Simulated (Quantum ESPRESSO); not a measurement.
# BP: changing the choice of potentials or basis

It takes space group F-43m (No. 216, cubic). The conventional cell has a = 4.538 Å, b = 4.538 Å, c = 4.538 Å, α = 90.00°, β = 90.00°, γ = 90.00°. Around P (site symmetry -43m) lie 4 B at 1.97 Å. B (site symmetry -43m) has 4 P at 1.97 Å as nearest neighbours.

Kept alike: task phonons; functional PBE; k mesh 8 × 8 × 8, shifted; occupations fermi-dirac, width 0.05 eV; no spin polarisation. Program: Quantum ESPRESSO. Cutoffs run from 612 to 1034 eV. The mesh is that of the run's cell of 2 atoms. No spin-orbit coupling.

```csv
choice of potentials or basis,electronic dielectric constant (mean of the diagonal)
GBRV 1.5 PBE,9.15
JTH 2.0 PBE,9.18
PseudoDojo 0.4 SR PBE stringent,9.12
PseudoDojo 0.4.1 SR PBE standard,9.12
SG15 PBE 1.2,9.10
SPMS 1.0 PBE,9.12
SSSP 1.3 efficiency PBE,9.16
```

What does the choice of potentials or basis change here?

The electronic dielectric constant runs from 9.10 (SG15 PBE 1.2) to 9.18 mean of the diagonal (JTH 2.0 PBE).

The electronic dielectric constant of BP is almost insensitive to the choice of potential. What variation there is follows the type of potential: the norm-conserving sets (PseudoDojo, SG15 and SPMS) lie at 9.10 to 9.12, while the ultrasoft and PAW sets (GBRV, JTH and SSSP) lie at 9.15 to 9.18. This probably reflects small differences in how the valence functions are represented near the nuclei, although differing cutoffs may contribute.

The weak dependence is chemically reasonable. Electronic screening in BP comes mainly from virtual transitions between bonding and antibonding states of the sp³ network, built from B 2s, 2p and P 3s, 3p orbitals. Neither element has a shallow d shell just below the valence band, so the division between core and valence is clear and leaves the potentials little room to disagree.

The close agreement supports the transferability of these potentials for this response, but not the accuracy of PBE itself, which commonly overestimates electronic screening in semiconductors, an error that all the sets would share.
